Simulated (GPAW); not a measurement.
Set up this calculation in GPAW 26.7.0, as an ASE script.

```
Task                : relaxation of cell and atoms
Functional          : PBEsol
Potentials or basis : PAW data sets generated in the run's folder for this functional
Cutoff              : 800 eV
Basis               : pw
k mesh              : 10 × 10 × 10
Occupations         : fermi-dirac, width 0.05 eV
Spin                : no spin polarisation
Target pressure     : 2 GPa
Maxiter             : 150
Optimizer           : BFGS
Fmax                : 0.02 eV/Å
Max steps           : 60
Target pressure     : 2 GPa
Convergence         : density=1e-05 forces=0.0001
```

WC:

```xyz
2
Lattice="0.0000 2.1927 2.1927 2.1927 0.0000 2.1927 2.1927 2.1927 0.0000" Properties=species:S:1:pos:R:3 pbc="T T T"
W     0.0000    0.0000    0.0000
C     2.1927    2.1927    2.1927
```

Measurements of this composition are mostly on another form, of space group No. 187.

One way to write it, as run:

run.py

```python
from ase import Atoms
from ase.filters import FrechetCellFilter
from ase.io import write
from ase.optimize import BFGS
from ase.units import GPa
from gpaw import GPAW, PW, setup_paths

setup_paths.insert(0, '.')

atoms = Atoms(['W', 'C'],
              cell=[[0.0, 2.192684, 2.192684],
                    [2.192684, 0.0, 2.192684],
                    [2.192684, 2.192684, 0.0]],
              scaled_positions=[[0.0, 0.0, 0.0],
                                [0.5, 0.5, 0.5]],
              pbc=True)

calc = GPAW(mode=PW(800),
            xc='PBEsol',
            kpts={'size': (10, 10, 10), 'gamma': True},
            occupations={'name': 'fermi-dirac', 'width': 0.05},
            nbands=19,
            convergence={'density': 1e-05, 'forces': 0.0001},
            maxiter=150,
            txt='gpaw.txt')
atoms.calc = calc
opt = BFGS(FrechetCellFilter(atoms, scalar_pressure=2 * GPa), trajectory='relax.traj', logfile='-')
done = opt.run(fmax=0.02, steps=60)
calc.write('gs.gpw')
write('result.traj', atoms)
print('Converged:', done)
print('Cell:', atoms.cell.cellpar().round(4))
print('Volume:', round(atoms.get_volume(), 4))
print(atoms.get_scaled_positions().round(5))
```

Potentials or basis: PAW data sets generated in the run's folder for this functional, pw.

Command:

```console
$ gpaw-setup -f PBEsol C W
$ OMP_NUM_THREADS=1 python run.py
```

It gave:

* Relaxed volume: 10.18 Å³/atom
* Relaxed cell: a = 3.065 Å, b = 3.065 Å, c = 3.065 Å, α = 60.00°, β = 60.00°, γ = 60.00°
* Space group after relaxing (to 0.05 Å): Fm-3m (No. 225)
* Energy change on relaxing (the enthalpy is what falls): -9.6 meV/atom
* Ionic steps: 3
* Pressure after relaxing: 2.3 GPa
* Band gap on the k mesh: none (metal or under the smearing width)

Caveat: later steps reuse the first step's grids.

Wall time 59 s on 1 thread of Arm Neoverse V1, with other jobs on the host, peak memory 0.21 GiB.
